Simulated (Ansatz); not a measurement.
# Platinum, omega (AlB2-type) under RPBE: ground state and equation of state, part 2 of 2

What does RPBE give for platinum in the omega (AlB2-type) structure? We relax it, solve it on a dense k-mesh, then scale the cell to 7 volumes from 88 to 112 % of the relaxed one and try a fit of the equation of state. Spin polarisation is left out. The k-meshes are 8×8×12 for the relaxation; 11×11×15 for the dense run; 9×9×13 for the volumes.

Ansatz 0.2.0; DFT, RPBE, plane waves (420 eV) with PAW, scalar-relativistic. The steps go on from the part before.

## (4) The cell scaled to 88 % of its volume

File input.yaml:

```yaml
crystal:
  lattice:
    - [4.3704203124, 0.0, 0.0]
    - [-2.1852101562, 3.7848950157, 0.0]
    - [0.0, 0.0, 2.6060041875]
  atoms:
    - { symbol: Pt, position: [0.0, 1.0, 0.0] }
    - { symbol: Pt, position: [0.3333333333, 0.6666666667, 0.5] }
    - { symbol: Pt, position: [0.6666666667, 0.3333333333, 0.5] }
hamiltonian:
  xc: rpbe
  pseudopotentials:
    kind: paw
    azcp:
      Pt: "pseudopotentials/Pt.paw.azcp"
basis:
  ecutwfc: 420
  fft_grid_basis: typed
kpoints:
  mp_grid: { grid: [9, 9, 13], shift: [0, 0, 0] }
magnetization:
  spin_polarized: false
scf:
  occupations: { method: fermi_dirac, width: 0.1 }
  lower_state_search: "off"
output:
  stress: true
  write_density: true
  write_potential: true
  elf: true
  volumetric_format: npy
```

Standard output, shortened:

```text
Warning: RAYON_NUM_THREADS=2 ignored (pool sized by the plan → 2); use --threads N
[...]
Pseudopotentials: kind: paw
Pseudopotential: Pt, paw, valence charge 18, recommended cutoff 420 eV (normal), <dir>
Functional definition: RPBE
[...]
Crystal: 3 atoms, lattice volume = 43.107 Å³
Basis set: ecut = 420 eV, 879 PW (Γ)
Bands: 33, of which v1, the nominal top of the filled ones, is band 27 counted from 1 (26 counted from 0)
Symmetry: 24 space group operations
Space group: P6/mmm (ITA 191), of the structure as read, at distance tolerance 3.5e-5 Å
k-points: 84 of 1053
[...]
SCF iter   1: F=—  HF=-37609.406013 eV  |F-HF|=—  |Δ(HF+E_count)|=         —  Δρ=9.41e-3  dr2=2.51e-2  ethr=1.77e-3  ⟨swp⟩=5.6  Hψ=10139  notcnv=0  defer=17
[...]
SCF iter   6: F=-37609.406427 eV  HF=-37609.406427 eV  |F-HF|=2.28e-8  |Δ(HF+E_count)|=   1.13e-8  Δρ=8.59e-6  dr2=2.90e-8  ethr=1.85e-10  ⟨swp⟩=10.2  Hψ=17559  notcnv=0
[...]
SCF converged after 6 iterations
Free energy (F): -37609.406427 eV
[...]
E sigma→0 (E₀):  -37609.328961 eV
Entropy (-TS):   -0.154931 eV (-51.644 meV/atom)
Fermi energy:    24.950168 eV
[...]
--- Stress (GPa, compression-positive) ---
       38.734515      -0.000000      -0.000000
        0.000000      38.734515      -0.000000
       -0.000000      -0.000000      39.853645
  P = ⅓ Tr σ = 39.1076 GPa (391.076 kbar)
--- Band table (eV; the first three rows and the last of 84) ---
[...]
```

Wall time 4.1 s (2 threads of an Arm CPU, shared host); peak memory 0.36 GiB.

Density in a lattice plane of the grid's cell (edges 4.37 and 4.37 Å, at 0.500 of the third edge), which holds Pt.

Ten even steps from ' ' (0.27 e/Å³) to '@' (11.54 e/Å³):
```
                                                
                    ....                        
              ....::::::....                    
            ..--==++++==--..                    
          ..--**##%%##++--..                    
        ..--**%%@@@@%%++--..                    
      ..::++%%@@@@@@##==..                      
      ..--**%%%%%%##==::                        
      ..--++****++--::            ........      
      ..::------::..          ..::------::..    
        ........            ::--++****++--..    
                          ::==##%%%%%%**--..    
                        ..==##@@@@@@%%++::..    
                      ..--++%%@@@@%%**--..      
                      ..--++##%%##**--..        
                      ..--==++++==--..          
                      ....::::::....            
                          ....                  
                                                
                                                
```
Columns run along the first of these edges and rows up along the second, over one cell in 24 and 20 even steps from the bottom left corner. Atoms in the plane (fractional): Pt at (0.33, 0.67), Pt at (0.67, 0.33).

ELF in the same plane.

Values, 12 rows by 12 columns:
```
0.28 0.26 0.24 0.23 0.26 0.34 0.34 0.26 0.23 0.24 0.26 0.28
0.26 0.24 0.22 0.30 0.49 0.56 0.49 0.29 0.22 0.24 0.26 0.26
0.24 0.23 0.30 0.56 0.67 0.67 0.58 0.29 0.23 0.24 0.24 0.24
0.27 0.26 0.49 0.67 0.67 0.67 0.49 0.27 0.26 0.23 0.22 0.23
0.32 0.34 0.56 0.67 0.67 0.56 0.34 0.31 0.27 0.29 0.29 0.26
0.34 0.34 0.49 0.58 0.49 0.34 0.34 0.34 0.49 0.58 0.49 0.34
0.32 0.26 0.29 0.29 0.27 0.31 0.34 0.56 0.67 0.67 0.56 0.34
0.27 0.23 0.22 0.23 0.26 0.27 0.49 0.67 0.67 0.67 0.49 0.26
0.24 0.24 0.24 0.24 0.23 0.29 0.58 0.67 0.67 0.56 0.30 0.23
0.26 0.26 0.26 0.24 0.22 0.29 0.49 0.56 0.49 0.30 0.22 0.24
0.28 0.28 0.26 0.24 0.23 0.26 0.34 0.34 0.26 0.23 0.24 0.26
0.29 0.28 0.26 0.24 0.27 0.32 0.34 0.32 0.27 0.24 0.26 0.28
```
Columns run along the first of these edges and rows up along the second, over one cell in 12 and 12 even steps from the bottom left corner. Atoms in the plane (fractional): Pt at (0.33, 0.67), Pt at (0.67, 0.33).

Both are smooth fields of the valence electrons: close to the nuclei they are not physical.

## (5) The cell scaled to 92 % of its volume

input.yaml, as its differences from that of step 4:

```diff
@@ -2,5 +2,5 @@
   lattice:
-    - [4.3704203124, 0.0, 0.0]
-    - [-2.1852101562, 3.7848950157, 0.0]
-    - [0.0, 0.0, 2.6060041875]
+    - [4.4356600846, 0.0, 0.0]
+    - [-2.2178300423, 3.8413943158, 0.0]
+    - [0.0, 0.0, 2.6449055076]
   atoms:
```

Standard output, shortened:

```text
Warning: RAYON_NUM_THREADS=2 ignored (pool sized by the plan → 2); use --threads N
[...]
[... 3 set-up lines as earlier in the session ...]
[...]
Crystal: 3 atoms, lattice volume = 45.067 Å³
Basis set: ecut = 420 eV, 927 PW (Γ)
Bands: 33, of which v1, the nominal top of the filled ones, is band 27 counted from 1 (26 counted from 0)
[... 2 set-up lines as earlier in the session ...]
k-points: 84 of 1053
[...]
SCF iter   1: F=—  HF=-37609.777745 eV  |F-HF|=—  |Δ(HF+E_count)|=         —  Δρ=8.68e-3  dr2=2.18e-2  ethr=1.77e-3  ⟨swp⟩=5.3  Hψ=9933  notcnv=0  defer=22
[...]
SCF iter   6: F=-37609.779608 eV  HF=-37609.779608 eV  |F-HF|=1.35e-8  |Δ(HF+E_count)|=   2.74e-8  Δρ=7.06e-6  dr2=1.87e-8  ethr=1.85e-10  ⟨swp⟩=9.4  Hψ=17085  notcnv=0
[...]
SCF converged after 6 iterations
Free energy (F): -37609.779608 eV
[...]
E sigma→0 (E₀):  -37609.698297 eV
Entropy (-TS):   -0.162622 eV (-54.207 meV/atom)
Fermi energy:    23.540113 eV
[...]
--- Stress (GPa, compression-positive) ---
       22.283197       0.000000      -0.000000
        0.000000      22.283197      -0.000000
       -0.000000      -0.000000      23.301688
  P = ⅓ Tr σ = 22.6227 GPa (226.227 kbar)
--- Band table (eV; the first three rows and the last of 84) ---
[...]
```

Wall time 4.1 s (2 threads of an Arm CPU, shared host); peak memory 0.36 GiB.

## (6) The cell scaled to 96 % of its volume

input.yaml, as its differences from that of step 5:

```diff
@@ -2,5 +2,5 @@
   lattice:
-    - [4.4356600846, 0.0, 0.0]
-    - [-2.2178300423, 3.8413943158, 0.0]
-    - [0.0, 0.0, 2.6449055076]
+    - [4.4990352195, 0.0, 0.0]
+    - [-2.2495176098, 3.8962787926, 0.0]
+    - [0.0, 0.0, 2.6826949776]
   atoms:
@@ -27,5 +27 @@
   stress: true
-  write_density: true
-  write_potential: true
-  elf: true
-  volumetric_format: npy
```

Standard output, shortened:

```text
Warning: RAYON_NUM_THREADS=2 ignored (pool sized by the plan → 2); use --threads N
[...]
[... 3 set-up lines as earlier in the session ...]
[...]
Crystal: 3 atoms, lattice volume = 47.026 Å³
Basis set: ecut = 420 eV, 927 PW (Γ)
Bands: 33, of which v1, the nominal top of the filled ones, is band 27 counted from 1 (26 counted from 0)
[... 2 set-up lines as earlier in the session ...]
k-points: 84 of 1053
[...]
SCF iter   1: F=—  HF=-37609.972690 eV  |F-HF|=—  |Δ(HF+E_count)|=         —  Δρ=8.07e-3  dr2=2.01e-2  ethr=1.77e-3  ⟨swp⟩=5.2  Hψ=9700  notcnv=0  defer=20
[...]
SCF iter   6: F=-37609.974971 eV  HF=-37609.974971 eV  |F-HF|=1.05e-8  |Δ(HF+E_count)|=   3.43e-8  Δρ=6.48e-6  dr2=1.59e-8  ethr=1.85e-10  ⟨swp⟩=4.0  Hψ=9026  notcnv=0
[...]
SCF converged after 6 iterations
Free energy (F): -37609.974971 eV
[...]
E sigma→0 (E₀):  -37609.889803 eV
Entropy (-TS):   -0.170336 eV (-56.779 meV/atom)
Fermi energy:    22.249513 eV
[...]
--- Stress (GPa, compression-positive) ---
        9.571332      -0.000000       0.000000
        0.000000       9.571332       0.000000
        0.000000       0.000000      10.469367
  P = ⅓ Tr σ = 9.8707 GPa (98.707 kbar)
```

Run time: 2.8 s. Hardware: 2 threads of an Arm CPU, shared host; peak memory 0.36 GiB.

## (7) The cell scaled to 100 % of its volume

input.yaml, as its differences from that of step 6:

```diff
@@ -2,5 +2,5 @@
   lattice:
-    - [4.4990352195, 0.0, 0.0]
-    - [-2.2495176098, 3.8962787926, 0.0]
-    - [0.0, 0.0, 2.6826949776]
+    - [4.5606734984, 0.0, 0.0]
+    - [-2.2803367492, 3.949659108, 0.0]
+    - [0.0, 0.0, 2.719448791]
   atoms:
```

Standard output, shortened:

```text
Warning: RAYON_NUM_THREADS=2 ignored (pool sized by the plan → 2); use --threads N
[...]
[... 3 set-up lines as earlier in the session ...]
[...]
Crystal: 3 atoms, lattice volume = 48.986 Å³
Basis set: ecut = 420 eV, 951 PW (Γ)
Bands: 33, of which v1, the nominal top of the filled ones, is band 27 counted from 1 (26 counted from 0)
[... 2 set-up lines as earlier in the session ...]
k-points: 84 of 1053
[...]
SCF iter   1: F=—  HF=-37610.030465 eV  |F-HF|=—  |Δ(HF+E_count)|=         —  Δρ=7.57e-3  dr2=1.92e-2  ethr=1.77e-3  ⟨swp⟩=5.1  Hψ=9567  notcnv=0  defer=22
[...]
SCF iter   6: F=-37610.032887 eV  HF=-37610.032887 eV  |F-HF|=6.91e-9  |Δ(HF+E_count)|=   5.65e-8  Δρ=8.34e-6  dr2=2.52e-8  ethr=1.85e-10  ⟨swp⟩=4.0  Hψ=9033  notcnv=0
[...]
SCF converged after 6 iterations
Free energy (F): -37610.032887 eV
[...]
E sigma→0 (E₀):  -37609.943833 eV
Entropy (-TS):   -0.178107 eV (-59.369 meV/atom)
Fermi energy:    21.064539 eV
[...]
--- Stress (GPa, compression-positive) ---
       -0.233072      -0.000000       0.000000
       -0.000000      -0.233072       0.000000
        0.000000       0.000000       0.540116
  P = ⅓ Tr σ = 0.0247 GPa (0.247 kbar)
```

It took 3 s on 2 threads of an Arm CPU, shared host; peak memory 0.36 GiB.

## (8) The cell scaled to 104 % of its volume

input.yaml, as its differences from that of step 7:

```diff
@@ -2,5 +2,5 @@
   lattice:
-    - [4.5606734984, 0.0, 0.0]
-    - [-2.2803367492, 3.949659108, 0.0]
-    - [0.0, 0.0, 2.719448791]
+    - [4.6206892427, 0.0, 0.0]
+    - [-2.3103446213, 4.0016342671, 0.0]
+    - [0.0, 0.0, 2.7552351158]
   atoms:
```

Standard output, shortened:

```text
Warning: RAYON_NUM_THREADS=2 ignored (pool sized by the plan → 2); use --threads N
[...]
[... 3 set-up lines as earlier in the session ...]
[...]
Crystal: 3 atoms, lattice volume = 50.945 Å³
Basis set: ecut = 420 eV, 975 PW (Γ)
Bands: 33, of which v1, the nominal top of the filled ones, is band 27 counted from 1 (26 counted from 0)
[... 2 set-up lines as earlier in the session ...]
k-points: 84 of 1053
[...]
SCF iter   1: F=—  HF=-37609.982801 eV  |F-HF|=—  |Δ(HF+E_count)|=         —  Δρ=7.18e-3  dr2=1.90e-2  ethr=1.77e-3  ⟨swp⟩=5.1  Hψ=9493  notcnv=0  defer=23
[...]
SCF iter   6: F=-37609.984852 eV  HF=-37609.984852 eV  |F-HF|=8.04e-9  |Δ(HF+E_count)|=   7.81e-8  Δρ=8.53e-6  dr2=2.83e-8  ethr=1.85e-10  ⟨swp⟩=4.0  Hψ=9039  notcnv=0
[...]
SCF converged after 6 iterations
Free energy (F): -37609.984852 eV
[...]
E sigma→0 (E₀):  -37609.891870 eV
Entropy (-TS):   -0.185965 eV (-61.988 meV/atom)
Fermi energy:    19.973347 eV
[...]
--- Stress (GPa, compression-positive) ---
       -7.764688       0.000000      -0.000000
       -0.000000      -7.764688      -0.000000
        0.000000      -0.000000      -7.109536
  P = ⅓ Tr σ = -7.5463 GPa (-75.463 kbar)
```

It took 3.1 s on 2 threads of an Arm CPU, shared host; peak memory 0.37 GiB.

## (9) The cell scaled to 108 % of its volume

input.yaml, as its differences from that of step 8:

```diff
@@ -2,5 +2,5 @@
   lattice:
-    - [4.6206892427, 0.0, 0.0]
-    - [-2.3103446213, 4.0016342671, 0.0]
-    - [0.0, 0.0, 2.7552351158]
+    - [4.6791851897, 0.0, 0.0]
+    - [-2.3395925949, 4.0522932433, 0.0]
+    - [0.0, 0.0, 2.7901152125]
   atoms:
```

Standard output, shortened:

```text
Warning: RAYON_NUM_THREADS=2 ignored (pool sized by the plan → 2); use --threads N
[...]
[... 3 set-up lines as earlier in the session ...]
[...]
Crystal: 3 atoms, lattice volume = 52.905 Å³
Basis set: ecut = 420 eV, 1035 PW (Γ)
Bands: 33, of which v1, the nominal top of the filled ones, is band 27 counted from 1 (26 counted from 0)
[... 1 set-up line as earlier in the session ...]
Space group: P6/mmm (ITA 191), of the structure as read, at distance tolerance 3.8e-5 Å
k-points: 84 of 1053
[...]
SCF iter   1: F=—  HF=-37609.853961 eV  |F-HF|=—  |Δ(HF+E_count)|=         —  Δρ=6.85e-3  dr2=1.92e-2  ethr=1.77e-3  ⟨swp⟩=5.1  Hψ=9410  notcnv=0  defer=21
[...]
SCF iter   6: F=-37609.855595 eV  HF=-37609.855595 eV  |F-HF|=1.07e-8  |Δ(HF+E_count)|=   8.82e-8  Δρ=9.20e-6  dr2=3.42e-8  ethr=1.85e-10  ⟨swp⟩=4.0  Hψ=9027  notcnv=0
[...]
SCF converged after 6 iterations
Free energy (F): -37609.855595 eV
[...]
E sigma→0 (E₀):  -37609.758649 eV
Entropy (-TS):   -0.193893 eV (-64.631 meV/atom)
Fermi energy:    18.965996 eV
[...]
--- Stress (GPa, compression-positive) ---
      -13.511881      -0.000000       0.000000
       -0.000000     -13.511881       0.000000
        0.000000       0.000000     -12.959139
  P = ⅓ Tr σ = -13.3276 GPa (-133.276 kbar)
```

Wall time 3.5 s (2 threads of an Arm CPU, shared host); peak memory 0.37 GiB.

## (10) The cell scaled to 112 % of its volume

input.yaml, as its differences from that of step 9:

```diff
@@ -2,5 +2,5 @@
   lattice:
-    - [4.6791851897, 0.0, 0.0]
-    - [-2.3395925949, 4.0522932433, 0.0]
-    - [0.0, 0.0, 2.7901152125]
+    - [4.7362540482, 0.0, 0.0]
+    - [-2.3681270241, 4.1017163245, 0.0]
+    - [0.0, 0.0, 2.8241443615]
   atoms:
```

Standard output, shortened:

```text
Warning: RAYON_NUM_THREADS=2 ignored (pool sized by the plan → 2); use --threads N
[...]
[... 3 set-up lines as earlier in the session ...]
[...]
Crystal: 3 atoms, lattice volume = 54.864 Å³
Basis set: ecut = 420 eV, 1071 PW (Γ)
Bands: 33, of which v1, the nominal top of the filled ones, is band 27 counted from 1 (26 counted from 0)
[... 2 set-up lines as earlier in the session ...]
k-points: 84 of 1053
[...]
SCF iter   1: F=—  HF=-37609.663561 eV  |F-HF|=—  |Δ(HF+E_count)|=         —  Δρ=6.56e-3  dr2=1.89e-2  ethr=1.77e-3  ⟨swp⟩=5.2  Hψ=9352  notcnv=0  defer=20
[...]
SCF iter   6: F=-37609.664611 eV  HF=-37609.664611 eV  |F-HF|=1.39e-8  |Δ(HF+E_count)|=   1.02e-7  Δρ=9.75e-6  dr2=4.03e-8  ethr=1.85e-10  ⟨swp⟩=4.0  Hψ=9031  notcnv=0
[...]
SCF converged after 6 iterations
Free energy (F): -37609.664611 eV
[...]
E sigma→0 (E₀):  -37609.563758 eV
Entropy (-TS):   -0.201707 eV (-67.236 meV/atom)
Fermi energy:    18.033876 eV
[...]
--- Stress (GPa, compression-positive) ---
      -17.854222      -0.000000       0.000000
       -0.000000     -17.854222       0.000000
        0.000000       0.000000     -17.382547
  P = ⅓ Tr σ = -17.6970 GPa (-176.970 kbar)
```

Wall time 3.1 s (2 threads of an Arm CPU, shared host); peak memory 0.37 GiB.

## (11) Energy and pressure against volume

The cell was scaled evenly, with its shape and the fractional positions fixed.

```
V (Å³/atom)  E − E₀ (meV/atom)  P from the stress (GPa)  P from the fit (GPa)
     14.369              204.9                    39.11                 38.87
     15.022               81.8                    22.62                 22.29
     15.675               18.0                     9.87                  9.54
     16.329                0.0                     0.02                 -0.29
     16.982               17.3                    -7.55                 -7.85
     17.635               61.7                   -13.33                -13.65
     18.288              126.7                   -17.70                -18.07
```

A third-order Birch-Murnaghan fit gives V₀ = 16.307 Å³/atom, B₀ = 217 GPa and B₀′ = 5.5; it misses no point by more than 0.07 meV/atom.

Fit and stress differ a little: one follows E(σ → 0), the other the smeared free energy.

## (12) Results

The summary covers parts 1 to 2.

| quantity | value |
| --- | --- |
| space group (spins left aside) | P6/mmm (No. 191) |
| conventional cell | a = 4.561 Å, c = 2.719 Å (c/a = 0.596) |
| volume | 16.329 Å³/atom |
| shortest distance | 2.633 Å |
| gap on the mesh | none (levels filled in part) |
| relative to fcc | +137 meV/atom |
| V₀, B₀, B₀′ | 16.307 Å³/atom, 217 GPa, 5.5 |

The relaxation enlarged the cell by 8.2 % in volume. Against the reference form of platinum (fcc, computed apart with the same settings) it stands 137 meV/atom higher. Levels at the Fermi energy are filled in part, as in a metal. B₀ comes out at 217 GPa; letting shape and positions relax at each volume could only lower it. Relaxation kept the symmetry; phonons were not checked.
